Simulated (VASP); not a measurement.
A run of VASP 6.6.1 is set up as follows.

INCAR

```
SYSTEM = C
  ALGO = Fast
  DIPOL = 0.5 0.5 0.500
  EDIFF = 1E-6
  ENCUT = 520
  GGA = PS
  IDIPOL = 3
  ISIF = 2
  ISMEAR = 0
  KPAR = 8
  LASPH = .TRUE.
  LCHARG = .TRUE.
  LDIPOL = .TRUE.
  LREAL = .FALSE.
  LVACPOTAV = .TRUE.
  LVHAR = .TRUE.
  LWAVE = .FALSE.
  NELM = 80
  PREC = Accurate
  SIGMA = 0.05
```

KPOINTS

```
k-points
0
G
  6 10 1
  0 0 0
```

Contents of POSCAR:

```
C
1.0
    5.0441320810      0.0000000000      0.0000000000
    0.0000000000      2.5220660410      0.0000000000
    0.0000000000      0.0000000000     28.9752750000
C
32
Direct
    0.3450000000      1.0000000000      0.2760974659
    0.2500000000      0.5000000000      0.2999690253
    0.0000000000      0.5000000000      0.3307430214
    0.0000000000      0.0000000000      0.3615170175
    0.2500000000      0.0000000000      0.3922910136
    0.2500000000      0.5000000000      0.4230650097
    0.0000000000      0.5000000000      0.4538390058
    0.0000000000      0.0000000000      0.4846130019
    0.2500000000      0.0000000000      0.5153869981
    0.2500000000      0.5000000000      0.5461609942
    0.0000000000      0.5000000000      0.5769349903
    0.0000000000      0.0000000000      0.6077089864
    0.2500000000      0.0000000000      0.6384829825
    0.2500000000      0.5000000000      0.6692569786
    0.0000000000      0.5000000000      0.7000309747
    0.0950000000      0.0000000000      0.7239025341
    0.6550000000      1.0000000000      0.2760974659
    0.7500000000      0.5000000000      0.2999690253
    0.5000000000      0.5000000000      0.3307430214
    0.5000000000      0.0000000000      0.3615170175
    0.7500000000      0.0000000000      0.3922910136
    0.7500000000      0.5000000000      0.4230650097
    0.5000000000      0.5000000000      0.4538390058
    0.5000000000      0.0000000000      0.4846130019
    0.7500000000      0.0000000000      0.5153869981
    0.7500000000      0.5000000000      0.5461609942
    0.5000000000      0.5000000000      0.5769349903
    0.5000000000      0.0000000000      0.6077089864
    0.7500000000      0.0000000000      0.6384829825
    0.7500000000      0.5000000000      0.6692569786
    0.5000000000      0.5000000000      0.7000309747
    0.4050000000      0.0000000000      0.7239025341
```

Potentials or basis: VASP PAW PBE potentials, release 64 (C).

The run is started by

```console
$ cat potpaw_PBE.64/C/POTCAR > POTCAR
$ mpirun -np 8 vasp_std > vasp.out
```

Question: Predict the work function of the upper face.

Answer: 5.31 eV.

Question: Estimate the work function of the lower face.

Answer: 5.31 eV.

Question: Predict the band gap on the k mesh.

Answer: None (metal or under the smearing width).

Question: What does it give for the largest force?

Answer: 4.511 eV/Å.

Forces on the atoms (eV/Å):
```
C    2.780  0.000 -0.374
C    2.581  0.000 -1.228
C    0.000  0.000 -1.818
C    0.000  0.000 -0.170
C    0.087  0.000  0.052
C   -0.102  0.000  0.001
C    0.003  0.000  0.044
C   -0.003  0.000  0.003
C   -0.003  0.000  0.005
C    0.003  0.000  0.043
C   -0.102  0.000 -0.003
C    0.087  0.000 -0.052
C    0.000  0.000 -0.854
C    0.000  0.000 -4.511
C    2.581  0.000  1.228
C    2.780  0.000  0.374
C   -2.780  0.000 -0.374
C   -2.581  0.000 -1.228
C    0.000  0.000  4.511
C    0.000  0.000  0.854
C   -0.087  0.000  0.052
C    0.102  0.000  0.003
C   -0.003  0.000 -0.043
C    0.003  0.000 -0.005
C    0.003  0.000 -0.003
C   -0.003  0.000 -0.044
C    0.102  0.000 -0.001
C   -0.087  0.000 -0.052
C    0.000  0.000  0.170
C    0.000  0.000  1.818
C   -2.581  0.000  1.228
C   -2.780  0.000  0.374
```

Caveat: the PAW data sets were made with another functional, which shifts forces and pressure a little.
